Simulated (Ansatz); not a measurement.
**NiSb2 (Pnnm): electronic heat capacity and spin susceptibility from the density of states**

These are results of DFT PBEsol, scalar-relativistic, plane waves, PAW in Ansatz, not measurements.

Settings: cutoff 420 eV, Γ-centred mesh 8×6×10 on the computed 6-atom cell, Gaussian smearing of 0.10 eV; no spin polarisation.

Relaxed cell: Pnnm, a = 5.150 Å, b = 6.275 Å, c = 3.831 Å, α = 90.00°, β = 90.00°, γ = 90.00°, 6 atoms in the primitive cell. Whether it is the stable form of this composition wasn't checked.

The density of states at the Fermi level is 2.820 states/eV in the cell of 6 atoms (2 formula units; both spins, tetrahedra on a 12×9×15 mesh). Averaged over bins of 0.1 eV the density runs from 2.2 to 2.9 states/eV within 0.2 eV of the Fermi level, so the figure hangs on the exact place of that level.

What Sommerfeld coefficient and Pauli susceptibility does this give?

Per formula unit N(E_F) = 1.410 states/eV. γ = (π²/3) k_B² N(E_F) N_A = 2.357 mJ/(mol K²) per state/eV, so γ = 3.3 mJ/(mol K²), a mole of formula units. χ_P = μ_B² N(E_F) N_A = 3.23×10⁻⁵ emu/mol per state/eV gives 4.6×10⁻⁵ emu/mol. This is the bare band result: a measured γ of the same phase is as a rule larger by a factor 1 + λ from phonons and spin fluctuations, the spin part of χ is larger by the Stoner factor, and a measured χ also holds orbital and core terms. N(E_F) at one energy is sensitive to the mesh where the density of states has sharp peaks.

Spin-orbit coupling is left out, which matters for the bands of heavy elements.

A ferromagnetic start lost its moments in a first run, so spin was left out; other magnetic orders weren't tried.